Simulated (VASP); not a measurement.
# MgO (Periclase) (Fm-3m) in VASP: notebook

One crystal, MgO (Periclase), is run at these levels: PBEsol; tasks: relaxation of cell and atoms.

All numbers are computed with VASP 6.6.1; they aren't measurements. Logs are shortened: lines on timing, memory, paths and dates and some standing lists are left out, and cuts for length are marked.

## (1) Starting point

The structure is cubic, space group Fm-3m (No. 225). The conventional cell has a = 4.217 Å, b = 4.217 Å, c = 4.217 Å, α = 90.00°, β = 90.00°, γ = 90.00°. Mg (site symmetry m-3m) has 6 O at 2.11 Å as nearest neighbours. O (site symmetry m-3m) is surrounded by 6 Mg at 2.11 Å.

## (2) Relaxation of cell and atoms, PBEsol

The input, INCAR:

```
SYSTEM = MgO
PREC = Accurate ; ENCUT = 600
EDIFF = 1E-6 ; ISMEAR = 0
SIGMA = 0.03 ; LREAL = .False.
LASPH = .True. ; NELM = 80
ALGO = Normal ; ISIF = 3
LWAVE = .False. ; LCHARG = .False.
GGA = PS ; IBRION = 2
NSW = 90 ; EDIFFG = -0.01
```

The input, KPOINTS:

```
Automatic mesh
0
Gamma
  12 12 12
  0 0 0
```

The input, POSCAR:

```
MgO
1.0
    0.0000000000      2.1085000000      2.1085000000
    2.1085000000      0.0000000000      2.1085000000
    2.1085000000      2.1085000000      0.0000000000
Mg O
1 1
Direct
    0.0000000000      0.0000000000      0.0000000000
    0.5000000000      0.5000000000      0.5000000000
```

Potentials or basis: VASP PAW PBE potentials, release 64 (Mg, O).

Launch:

```bash
$ cat potpaw_PBE.64/Mg/POTCAR potpaw_PBE.64/O/POTCAR > POTCAR
$ mpirun -np 1 vasp_std > vasp.out
```

OUTCAR:

```text
SYSTEM = MgO
   PREC = Accurate
   ENCUT = 600
   EDIFF = 1E-6
   ISMEAR = 0
   LREAL = .False.
   LASPH = .True.
   NELM = 80
   ISIF = 3
   GGA = PS
   IBRION = 2
   NSW = 90
   EDIFFG = -0.01

 ion  position               nearest neighbor table
   1  0.000  0.000  0.000-   2 2.11   2 2.11   2 2.11   2 2.11   2 2.11   2 2.11
   2  0.500  0.500  0.500-   1 2.11   1 2.11   1 2.11   1 2.11   1 2.11   1 2.11

  LATTYP: Found a face centered cubic cell.
 ALAT       =     4.2170000000

  Lattice vectors:

 A1 = (   0.0000000000,   2.1085000000,   2.1085000000)
 A2 = (   2.1085000000,   0.0000000000,   2.1085000000)
 A3 = (   2.1085000000,   2.1085000000,   0.0000000000)

Analysis of symmetry for initial positions (statically):
=====================================================================
 Subroutine PRICEL returns:
 Original cell was already a primitive cell.

 Routine SETGRP: Setting up the symmetry group for a
 face centered cubic supercell.

 Subroutine GETGRP returns: Found 48 space group operations
 (whereof 48 operations were pure point group operations)
 out of a pool of 48 trial point group operations.

The static configuration has the point symmetry O_h .

Analysis of symmetry for dynamics (positions and initial velocities):
=====================================================================
 Subroutine PRICEL returns:
 Original cell was already a primitive cell.

 Routine SETGRP: Setting up the symmetry group for a
 face centered cubic supercell.

 Subroutine GETGRP returns: Found 48 space group operations
 (whereof 48 operations were pure point group operations)
 out of a pool of 48 trial point group operations.

The dynamic configuration has the point symmetry O_h .

 Subroutine INISYM returns: Found 48 space group operations
 (whereof 48 operations are pure point group operations),
 and found     1 'primitive' translations

----------------------------------------------------------------------------------------

                                     Primitive cell

  volume of cell :      18.7478

  direct lattice vectors                    reciprocal lattice vectors
     0.000000000  2.108500000  2.108500000    -0.237135404  0.237135404  0.237135404
     2.108500000  0.000000000  2.108500000     0.237135404 -0.237135404  0.237135404
     2.108500000  2.108500000  0.000000000     0.237135404  0.237135404 -0.237135404

  length of vectors
     2.981869296  2.981869296  2.981869296     0.410730569  0.410730569  0.410730569

  position of ions in fractional coordinates (direct lattice)
     0.000000000  0.000000000  0.000000000
     0.500000000  0.500000000  0.500000000

  ion indices of the primitive-cell ions
   primitive index   ion index
                 1           1
                 2           2

----------------------------------------------------------------------------------------

 KPOINTS: Automatic mesh

Automatic generation of k-mesh.
 Grid dimensions read from file:
 generate k-points for:   12   12   12

 Generating k-lattice:

  Cartesian coordinates                     Fractional coordinates (reciprocal lattice)
    -0.019761284  0.019761284  0.019761284     0.083333333  0.000000000  0.000000000
     0.019761284 -0.019761284  0.019761284     0.000000000  0.083333333  0.000000000
     0.019761284  0.019761284 -0.019761284     0.000000000  0.000000000  0.083333333

  Length of vectors
     0.034227547  0.034227547  0.034227547

  Shift w.r.t. Gamma in fractional coordinates (k-lattice)
     0.000000000  0.000000000  0.000000000

 Subroutine IBZKPT returns following result:
 ===========================================

 Found     72 irreducible k-points:

 Following reciprocal coordinates:
            Coordinates               Weight
  0.000000  0.000000  0.000000      1.000000
  0.083333  0.000000  0.000000      8.000000
  0.166667  0.000000  0.000000      8.000000
  0.250000  0.000000  0.000000      8.000000
  0.333333  0.000000  0.000000      8.000000
  0.416667  0.000000  0.000000      8.000000
[... 16 lines left out ...]
  0.500000  0.166667  0.000000     24.000000
 -0.416667  0.166667  0.000000     24.000000
 [... further k-points ...]
   k-points           NKPTS =     72   k-points in BZ     NKDIM =     72   number of bands    NBANDS=      8
   number of dos      NEDOS =    301   number of ions     NIONS =      2
   total plane-waves  NPLWV =  13824
   dimension x,y,z NGX =    24 NGY =   24 NGZ =   24
   dimension x,y,z NGXF=    48 NGYF=   48 NGZF=   48
   ions per type =               1   1
   NGX,Y,Z   is equivalent  to a cutoff of  13.38, 13.38, 13.38 a.u.
   NGXF,Y,Z  is equivalent  to a cutoff of  26.76, 26.76, 26.76 a.u.
 SYSTEM =  MgO
   PREC   = accura    normal or accurate (medium, high low for compatibility)
   ISTART =      0    job   : 0-new  1-cont  2-samecut
   ICHARG =      2    charge: 1-file 2-atom 10-const
   ISPIN  =      1    spin polarized calculation?
   LNONCOLLINEAR =      F non collinear calculations
   LSORBIT =      F    spin-orbit coupling
   LASPH  =      T    aspherical Exc in radial PAW
   ENCUT  =  600.0 eV  44.10 Ry    6.64 a.u.   5.96  5.96  5.96*2*pi/ulx,y,z
   NELM   =     80;   NELMIN=  2; NELMDL= -5     # of ELM steps
   EDIFF  = 0.1E-05   stopping-criterion for ELM
   LREAL  =      F    real-space projection
   EDIFFG = -.1E-01   stopping-criterion for IOM
   NSW    =     90    number of steps for IOM
   IBRION =      2    ionic relax: 0-MD 1-quasi-New 2-CG
   NFREE  =      1    steps in history (QN), initial steepest desc. (CG)
   ISIF   =      3    stress and relaxation
   ISYM   =      2    0-nonsym 1-usesym 2-fastsym
   POTIM  = 0.5000    time-step for ionic-motion
   TEBEG  =    0.0;   TEEND  =   0.0 temperature during run
   PSTRESS=    0.0 pullay stress
   NELECT =       8.0000    total number of electrons
   NUPDOWN=      -1.0000    fix difference up-down
   EMIN   =  10.00;   EMAX   =-10.00  energy-range for DOS
   EFERMI =   0.00;   METHOD = LEGACY
   ISMEAR =     0;   SIGMA  =   0.03  broadening in eV -4-tet -1-fermi 0-gaus
   EFERMI_NEDOS =   21; number of points for ismear=-14 and -15
   IALGO  =     38    algorithm
   IMIX   =      4    mixing-type and parameters
     AMIX     =   0.40;   BMIX     =  1.00
     AMIX_MAG =   1.60;   BMIX_MAG =  1.00
  volume/ion in A,a.u.               =       9.37        63.26
  Fermi-wavevector in a.u.,A,eV,Ry     =   1.232503  2.329092 20.668107  1.519063
  Thomas-Fermi vector in A             =   2.367270
   LORBIT       =      0    0 simple, 1 ext, 2 COOP (PROOUT), +10 PAW based schemes
   GGA     = PS    functional components
   LHFCALC =     F    Hartree Fock is set to
   AEXX    =    0.0000 exact exchange contribution
   IVDW    =     0    specifies the selected vdW correction
   LEPSILON=     F    determine dielectric tensor
   LRPA    =     F    only Hartree local field effects (RPA)
 conjugate gradient relaxation of ions
 non-spin polarized calculation
 Gauss-broadening in eV      SIGMA  =   0.03
  energy-cutoff  :      600.00
  volume of cell :       18.75
 maximum number of plane-waves:       642
   NGX = 11   NGY = 11   NGZ = 11

--------------------------------------- Ionic step        1  -------------------------------------------

 number of electron       8.0000005 magnetization

 Free energy of the ion-electron system (eV)
  ---------------------------------------------------
  ext. energy  EPLUGINS =         0.00000000
  ---------------------------------------------------
  free energy    TOTEN  =       -12.51528610 eV

  energy without entropy =      -12.51528610  energy(sigma->0) =      -12.51528610

------------------------ aborting loop because EDIFF is reached ----------------------------------------

  FORCE on cell =-STRESS in cart. coord.  units (eV):
  Direction    XX          YY          ZZ          XY          YZ          ZX
  --------------------------------------------------------------------------------------
  -------------------------------------------------------------------------------------
  Total       -0.1221113     -0.1221113     -0.1221113      0.0000000     -0.0000000      0.0000000
  in kB      -10.4355559    -10.4355559    -10.4355559      0.0000000     -0.0000000      0.0000000
  external PRESSURE =     -10.4355559 kB  Pullay stress =       0.0000000 kB

 VOLUME and BASIS-vectors are now :
 -----------------------------------------------------------------------------
  energy-cutoff  :      600.00
  volume of cell :       18.75
      direct lattice vectors                 reciprocal lattice vectors
     0.000000000  2.108500000  2.108500000    -0.237135404  0.237135404  0.237135404
     2.108500000  0.000000000  2.108500000     0.237135404 -0.237135404  0.237135404
     2.108500000  2.108500000  0.000000000     0.237135404  0.237135404 -0.237135404
[... 37 lines left out ...]
 POSITION                                       TOTAL-FORCE (eV/Angst)
 -----------------------------------------------------------------------------------
      2.10229      4.20458      2.10229        -0.000000      0.000000     -0.000000
      2.10229      2.10229      2.10229         0.000000     -0.000000      0.000000
 -----------------------------------------------------------------------------------
    total drift:                                0.000000     -0.000000      0.000000

  FREE ENERGIE OF THE ION-ELECTRON SYSTEM (eV)
  ---------------------------------------------------
  free  energy   TOTEN  =       -12.5156333887 eV

  energy  without entropy=      -12.5156333887  energy(sigma->0) =      -12.51563339

--------------------------------------- Ionic step        3  -------------------------------------------

 number of electron       8.0000005 magnetization

 Free energy of the ion-electron system (eV)
  ---------------------------------------------------
  ext. energy  EPLUGINS =         0.00000000
  ---------------------------------------------------
  free energy    TOTEN  =       -12.51568318 eV

  energy without entropy =      -12.51568318  energy(sigma->0) =      -12.51568318

 E-fermi :   3.2760     XC(G=0): -11.3245

 val. band max:        3.0879285006   @ k =   0.0000   0.0000   0.0000
 cond. band min:       7.7527089129   @ k =   0.0000   0.0000   0.0000
 fundamental gap:      4.6647804123
 Fermi energy:         3.2760032721

 k-point     1 :       0.0000    0.0000    0.0000
  band No.  band energies     occupation
      1     -14.1327      2.00000
      2       3.0879      2.00000
      3       3.0879      2.00000
      4       3.0879      2.00000
      5       7.7527      0.00000
      6      18.7389      0.00000
      7      18.7389      0.00000
      8      18.7389      0.00000

 k-point     2 :       0.0833    0.0000    0.0000
  band No.  band energies     occupation
      1     -14.0571      2.00000
      2       2.6078      2.00000
      3       3.0393      2.00000
      4       3.0393      2.00000
      5       8.2128      0.00000
      6      17.7685      0.00000
      7      18.9111      0.00000
      8      18.9111      0.00000
[... 221 lines left out ...]
 k-point    23 :       0.5000    0.1667    0.0000
  band No.  band energies     occupation
      1     -12.7528      2.00000
      2      -1.1507      2.00000
      3       1.6174      2.00000
      4       2.2315      2.00000
      5      11.9605      0.00000
      6      15.2008      0.00000
      7      17.2455      0.00000
      8      19.9783      0.00000

 k-point    24 :      -0.4167    0.1667    0.0000
  band No.  band energies     occupation
      1     -12.7227      2.00000
      2      -1.1973      2.00000
      3       1.4766      2.00000
      4       2.2910      2.00000
      5      12.0183      0.00000
      6      15.3619      0.00000
      7      17.1948      0.00000
      8      19.9381      0.00000

 [... further k-points ...]

------------------------ aborting loop because EDIFF is reached ----------------------------------------

  FORCE on cell =-STRESS in cart. coord.  units (eV):
  Direction    XX          YY          ZZ          XY          YZ          ZX
  --------------------------------------------------------------------------------------
  -------------------------------------------------------------------------------------
  Total        0.0001409      0.0001409      0.0001409      0.0000000      0.0000000     -0.0000000
  in kB        0.0121195      0.0121195      0.0121195      0.0000000      0.0000000     -0.0000000
  external PRESSURE =       0.0121195 kB  Pullay stress =       0.0000000 kB

 VOLUME and BASIS-vectors are now :
 -----------------------------------------------------------------------------
  energy-cutoff  :      600.00
  volume of cell :       18.63
      direct lattice vectors                 reciprocal lattice vectors
     0.000000000  2.103923259  2.103923259    -0.237651254  0.237651254  0.237651254
     2.103923259 -0.000000000  2.103923259     0.237651254 -0.237651254  0.237651254
     2.103923259  2.103923259  0.000000000     0.237651254  0.237651254 -0.237651254

 POSITION                                       TOTAL-FORCE (eV/Angst)
 -----------------------------------------------------------------------------------
      0.00000     -0.00000      0.00000         0.000000      0.000000      0.000000
      2.10392      2.10392      2.10392        -0.000000     -0.000000     -0.000000
 -----------------------------------------------------------------------------------
    total drift:                               -0.000000     -0.000000      0.000000

  FREE ENERGIE OF THE ION-ELECTRON SYSTEM (eV)
  ---------------------------------------------------
  free  energy   TOTEN  =       -12.5156831780 eV

  energy  without entropy=      -12.5156831780  energy(sigma->0) =      -12.51568318

 reached required accuracy - stopping structural energy minimisation
```

Wall time 16 s (1 thread of Intel Xeon Platinum 8488C (Sapphire Rapids), shared host); peak memory 0.15 GiB.

Results:

```
Free energy                            : -12.5157 eV
Relaxed volume                         : 9.31 Å³/atom
Relaxed cell                           : a = 2.975 Å, b = 2.975 Å, c = 2.975 Å, α = 60.00°, β = 60.00°, γ = 60.00°
Space group after relaxing (to 0.05 Å) : Fm-3m (No. 225)
Energy gained by relaxing              : 0.2 meV/atom
Ionic steps                            : 3
Pressure after relaxing                : 0.0 GPa
Band gap on the k mesh                 : 4.66 eV, direct
```

The path:
```tsv
step	energy change (eV)	largest force (eV/Å)	pressure (GPa)	volume (Å³)
1	0.0000	0.0000	-1.04	18.75
2	-0.0003	0.0000	0.38	18.58
3	-0.0004	0.0000	0.00	18.63
```

Final structure:
```xyz
2
Lattice="0.0000 2.1039 2.1039 2.1039 0.0000 2.1039 2.1039 2.1039 0.0000" Properties=species:S:1:pos:R:3 pbc="T T T"
Mg    0.0000    0.0000    0.0000
O     2.1039    2.1039    2.1039
```

Caveat: the PAW data sets were made with another functional, which shifts forces and pressure a little.

(Part 1 of 2 ends here.)
